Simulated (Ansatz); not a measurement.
Runs of Ansatz 0.2.0 on Ge. It takes space group I4/mmm (No. 139, tetragonal). The conventional cell has a = 3.217 Å, b = 3.217 Å, c = 3.746 Å, α = 90.00°, β = 90.00°, γ = 90.00°. Ge (site symmetry 4/mmm) is surrounded by 12 Ge at 2.95 to 3.22 Å. The cell was built by a generator and needn't be a form met in nature.

```tsv
task	level	cell	k mesh	cutoff (eV)	smearing	points for each segment of the path	mesh quality	gap on the mesh (eV)	pressure (GPa)	relaxed volume (Å³/atom)
single point	PBE	as given	12 × 12 × 12	420	gaussian 0.013 eV	-	not flagged	none	0.9	-
band structure	RPBE	as given	12 × 12 × 12	420	fermi-dirac 0.05 eV	14	not flagged	none	(b)	-
band structure	PBE	as given	12 × 12 × 12	420	fermi-dirac 0.05 eV	14	not flagged	none	0.6	-
single point	r2SCAN50	as given	6 × 6 × 6	500	fermi-dirac 0.05 eV	-	coarse	none	-	-
relaxation of cell and atoms	PBE	relaxed	12 × 12 × 12	420	fermi-dirac 0.05 eV	-	not flagged	none	0.0	19.53
relaxation of cell and atoms	revPBE	relaxed	12 × 12 × 12	420	fermi-dirac 0.05 eV	-	not flagged	none	0.0	(a)
single point	PBE	as given	12 × 12 × 12	420	gaussian 0.016 eV	-	not flagged	none	0.9	-
relaxation of cell and atoms	PBE+D4	relaxed	12 × 12 × 12	420	fermi-dirac 0.05 eV	-	not flagged	none	0.0	(c)
relaxation of cell and atoms	LDA	relaxed	12 × 12 × 12	420	fermi-dirac 0.05 eV	-	not flagged	none	0.0	18.09
band structure	r2SCAN	as given	12 × 12 × 12	500	fermi-dirac 0.05 eV	14	not flagged	none	-1.4	-
relaxation of cell and atoms	PBEsol+D3(BJ)	relaxed	12 × 12 × 12	420	fermi-dirac 0.05 eV	-	not flagged	none	0.0	17.39
```

Alike in all rows: potentials or basis Ansatz PAW; no spin polarisation.

Q: Estimate the missing entries.

A: (a) 19.88; (b) 2.2; (c) 18.64.

Caveats: some runs use coarse meshes; the PAW data sets come from PBE, with cores solved anew for the run's functional, which leaves a small shift of forces and pressure (some runs); the plane-wave basis is chosen anew once the cell has moved, so the energies of steps on either side of that aren't comparable (some runs); the potentials were made for another functional, which shifts forces and pressure (some runs); pairwise dispersion overbinds metals, which lowers pressure and volume (some runs).

A k mesh can miss the band edges, and the runs leave out spin-orbit coupling on Ge.

A gap of «none» marks a metal or a gap under the smearing width.

Not every run made on this cell is shown here.
